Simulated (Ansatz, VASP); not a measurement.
## One calculation of Se, two programs

INCAR

```
PREC     = Accurate       # precision mode
ENCUT    = 520            # plane-wave cutoff, eV
EDIFF    = 1E-6           # SCF threshold, eV
ISMEAR   = 0              # smearing method
SIGMA    = 0.1            # smearing width, eV
LREAL    = F              # projectors in reciprocal space
LASPH    = T              # aspherical terms in the spheres
NELM     = 60             # most SCF steps
ALGO     = Normal         # electronic algorithm
ISIF     = 2              # what is computed and relaxed
LWAVE    = F              # write WAVECAR
LCHARG   = T              # write CHGCAR
GGA      = PE             # functional
LELF     = T              # ELF
LVHAR    = T            
NBANDS   = 9              # bands
```

The input KPOINTS:

```
regular mesh
0
Gamma
  14 14 14
```

POSCAR

```
Se
1.0
    2.7393152474      0.0000000000      0.0000000000
    0.0000000000      2.7393152474      0.0000000000
    0.0000000000      0.0000000000      2.7393152474
Se
1
Direct
    0.0000000000      0.0000000000      0.0000000000
```

Input for Ansatz:

```yaml
crystal:
  lattice:
    - [2.7393152474, 0.0, 0.0]
    - [0.0, 2.7393152474, 0.0]
    - [0.0, 0.0, 2.7393152474]
  atoms:
    - { symbol: Se, position: [0.0, 0.0, 0.0] }
basis:
  ecutwfc: 420
kpoints:
  mp_grid: { grid: [14, 14, 14] }
hamiltonian:
  xc: pbe
scf:
  occupations: { method: gaussian, width: 0.1 }
output:
  forces: true
  stress: true
  eigenvalues: true
  populations: true
```

Alike in both runs: task single point; functional PBE; k mesh 14 × 14 × 14; occupations gaussian, width 0.1 eV; no spin polarisation.

|  | VASP | Ansatz |
| --- | --- | --- |
| version | VASP 6.6.1 | Ansatz 0.2.0 |
| potentials or method | VASP PAW PBE potentials, release 64 (Se) | scalar-relativistic, plane waves, PAW |
| plane-wave cutoff (eV) | 520 | 420 |
| valence electrons in the cell | 6 | 16 |

|  | VASP | Ansatz | Ansatz less VASP |
| --- | --- | --- | --- |
| gap on the k mesh at the Fermi level (eV) | none | none | - |
| pressure (GPa) | 8.6 | 8.6 | -0.07 |

A gap of «none» marks a metal or a gap that the smearing closes. The functional is the same, so the differences come from potentials, cutoffs and numerics. The two sets of potentials don't hold the same shells in valence.
